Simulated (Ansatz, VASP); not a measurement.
**Si: VASP beside Ansatz**

Contents of INCAR:

```
SYSTEM = Si
  PREC = Accurate
  ENCUT = 520
  EDIFF = 1E-6
  ISMEAR = -1
  SIGMA = 0.05
  LREAL = .False.
  LASPH = .True.
  NELM = 80
  ALGO = Normal
  ISIF = 2
  LWAVE = .False.
  LCHARG = .True.
  GGA = PE
  LELF = .True.
  LVHAR = .True.
  NBANDS = 8
```

The input KPOINTS:

```
regular mesh
0
Gamma
  12 12 11
  0 0 0
```

The input POSCAR:

```
Si
1.0
    2.5851257326      0.0000000000      0.0000000000
   -1.2925628663      2.2387845564      0.0000000000
    0.0000000000      0.0000000000      2.4330211905
Si
1
Direct
    0.0000000000      0.0000000000      0.0000000000
```

File input.yaml:

```yaml
crystal:
  lattice:
    - [2.5851257326, 0.0, 0.0]
    - [-1.2925628663, 2.2387845564, 0.0]
    - [0.0, 0.0, 2.4330211905]
  atoms:
    - { symbol: Si, position: [0.0, 0.0, 0.0] }
kpoints:
  mp_grid: { grid: [12, 12, 11] }
scf:
  occupations: { method: fermi_dirac, width: 0.05 }
hamiltonian:
  xc: pbe
  pseudopotentials: { kind: all_electron, lapw: { basis_error: 0.0005 } }
output:
  forces: true
  stress: true
  eigenvalues: true
```

Change from the starting cell: volume scaled by 0.96.

Alike in both runs: task single point; functional PBE; k mesh 12 × 12 × 11; occupations fermi-dirac, width 0.05 eV; no spin polarisation.

|  | VASP | Ansatz |
| --- | --- | --- |
| version | VASP 6.6.1 | Ansatz 0.2.0 |
| potentials or method | VASP PAW PBE potentials, release 64 (Si) | all-electron LAPW, scalar-relativistic |
| plane-wave cutoff (eV) | 520 | see its input |

|  | VASP | Ansatz | Ansatz less VASP |
| --- | --- | --- | --- |
| gap on the k mesh at the Fermi level (eV) | none | none | - |
| pressure (GPa) | 8.5 | 8.6 | +0.07 |
| largest component of the traceless stress (GPa) | 3.52 | 3.50 | -0.016 |

A gap of «none» marks a metal or a gap that the smearing closes. Ansatz ran all-electron here, so the differences hold the error of VASP's frozen core and of both bases.
